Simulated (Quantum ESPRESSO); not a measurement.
Cl, 4 atoms in the cell. It takes space group Cmce (No. 64, orthorhombic). The conventional cell has a = 6.290 Å, b = 4.500 Å, c = 8.210 Å, α = 90.00°, β = 90.00°, γ = 90.00°. Cl (site symmetry m) has 1 Cl at 2.02 Å as nearest neighbours. 

```yaml
Program: Quantum ESPRESSO 7.5
Task: phonons
Functional: PBEsol
Potentials_or_basis: PseudoDojo 0.4.1 SR PBEsol standard
Cutoff: 789 eV
Density_cutoff: 3157 eV
k_mesh: 2 × 2 × 2, shifted
Occupations: fermi-dirac, width 0.05 eV
Spin: no spin polarisation
Target_pressure: 40 GPa
Mixing_beta: 0.5
Most_SCF_iterations: 120
SCF_threshold: 8e-10 Ry
```

Potentials or basis: PseudoDojo 0.4.1 SR PBEsol standard.

Command:

```console
$ OMP_NUM_THREADS=1 pw.x -in pw.in > pw.out
$ OMP_NUM_THREADS=1 pw.x -in relax.in > relax.out
$ OMP_NUM_THREADS=1 pw.x -in scf2.in > scf2.out
$ OMP_NUM_THREADS=1 ph.x -in ph.in > ph.out
$ OMP_NUM_THREADS=1 dynmat.x -in dynmat.in > dynmat.out
$ OMP_NUM_THREADS=1 dynmat.x -in dynmat_lo.in > dynmat_lo.out
```

Hardware: 1 thread of Arm Neoverse V2, with other jobs on the host.

**Question.** How long does it take, and how much memory?

**Answer.** It took 2.4 min on 1 thread of Arm Neoverse V2 (shared host), peak memory 0.08 GiB. Counts: scf iterations 138, k pools 1, bands 21, ion steps 19, k points 2, g dense 46863.
